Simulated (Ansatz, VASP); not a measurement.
# CoO in VASP and in Ansatz

```
Co O
1.0
    -1.41423    2.44951    2.72172
     2.82845    0.00000    2.72172
     1.41422    2.44951    0.00000
Co O
2 2
Direct
  0.25000 0.25000 0.75000
  0.75000 0.75000 0.25000
  0.83333 0.16667 0.50000
  0.33333 0.66667 0.00000
```

The cell was built by a generator and needn't be a form met in nature.

Alike in both runs: task single point; functional PBE; k mesh 8 × 8 × 8; occupations fermi-dirac, width 0.05 eV; collinear spin, ferromagnetic start.

```csv
,VASP,Ansatz
version,VASP 6.6.1,Ansatz 0.2.0
potentials or method,"VASP PAW PBE potentials, release 64 (Co, O)",Ansatz PAW
plane-wave cutoff (eV),520,420
valence electrons in the cell,30,46
```

```csv
,VASP,Ansatz,Ansatz less VASP
gap on the k mesh at the Fermi level (eV),none,none,-
pressure (GPa),-0.2,0.1,+0.28
largest component of the traceless stress (GPa),0.40,0.09,-0.309
net moment per atom (μB),1.50,1.50,0.000
size of the moment on the site where the two differ most (μB),2.55,2.50,-0.044
```

Site moments also hang on the region over which each program counts them. A gap of «none» marks a metal or a gap that the smearing closes. The two sets of potentials don't hold the same shells in valence.

Caveats: semilocal functionals often make such compounds metallic where correlation or magnetic order opens a gap, which also shifts bond lengths; the pressure holds a Pulay correction of +0.7 GPa for the finite cutoff (Ansatz). With open d or f shells a metallic result of PBE can be an artefact of self-interaction; +U or a hybrid may open a gap.
